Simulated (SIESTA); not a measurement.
Au under changes of volume

One of the cells (17.771 Å³/atom); the others are scaled copies at fixed shape and fractional positions:

```xyz
2
Lattice="2.9000 0.0000 0.0000 -1.4500 2.5115 0.0000 0.0000 0.0000 4.8800" Properties=species:S:1:pos:R:3 pbc="T T T"
Au    1.4500    0.8372    1.2200
Au    0.0000    1.6743    3.6600
```

This isn't the form of Au at room conditions, which is fcc.

```yaml
Program: SIESTA 5.4.2
Functional: LDA
Potentials_or_basis: PseudoDojo 0.4 standard (LDA files)
Basis: DZP (energy shift 0.003 Ry; two zetas on semicore shells)
Grid_cutoff: 800 Ry
Energy_shift: 0.003 Ry
k_mesh: 11 × 11 × 6
Occupations: fermi-dirac, width 0.05 eV
Spin: no spin polarisation
```

```csv
volume (Å³/atom),energy over the lowest point (meV/atom),pressure (GPa)
16.705,0.00,0.4
17.060,?,?
17.416,14.18,-6.6
17.771,32.22,-9.6
18.127,56.26,-12.0
18.482,85.28,-14.2
18.837,119.14,-16.2
```

Q: What does the run at 17.060 Å³/atom give?

A: Energy over the lowest point 3.24 meV/atom; pressure -3.2 GPa.

Worked out: A Birch-Murnaghan fit of order 3 (a polynomial in V^(-2/3)) to the other rows has its minimum at 16.75 Å³/atom with B0 = V·E''(V) = 189 GPa and B' = 5.4 at fixed shape and positions, which overstates the stiffness. It gives 3.15 meV/atom at 17.060 Å³/atom, against the run's 3.24, and -dE/dV = -3.3 GPa, against -3.2.

Energies are extrapolated to zero smearing.

Caveats: short orbitals over semicore shells can move pressures by several GPa; the basis of atomic orbitals isn't converged, which shifts pressures, moduli and gaps.
